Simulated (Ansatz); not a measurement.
`C[SiH2]CBr` + `CC(=O)O` → `C[SiH2]OC(C)=O` + `CBr`  (ligand exchange at the Si–C bond)

Computed with Ansatz on PBE0-D4/def2-TZVP structures; ΔE is electronic, products minus reactants. CCSD(T)/CBS adds triple-zeta CCSD(T) − MP2 to the extrapolated MP2 energy (def2 sets, frozen cores). For Br outer-core shells are correlated without core-valence functions, which leaves a few kJ/mol of doubt a bond. Scalar relativity is left out up to krypton. Each species was taken in one conformer, which may not be the lowest.

```
         species  CCSD(T)/def2-TZVPP energy (Eh)
    `C[SiH2]CBr`                     -2942.05141
       `CC(=O)O`                      -228.75978
`C[SiH2]OC(C)=O`                      -558.30295
           `CBr`                     -2612.54254
```

Problem. Work out ΔE.

Solution. ΔE = (-558.30295) + (-2612.54254) − (-2942.05141) − (-228.75978) = -0.03430 Eh = -21.5 kcal/mol. CCSD(T)/CBS gives -21.2 kcal/mol.

Largest T1 diagnostic among the species: 0.015.

From PBE to PBE0 (25 % exact exchange), in def2-TZVPP and without D4, ΔE moves by −0.9 kcal/mol. In def2-TZVPP, CCSD(T) changes the Hartree–Fock value by +4.0 kcal/mol (the triples alone add +0.5 kcal/mol) and MP2 by +4.0 kcal/mol.
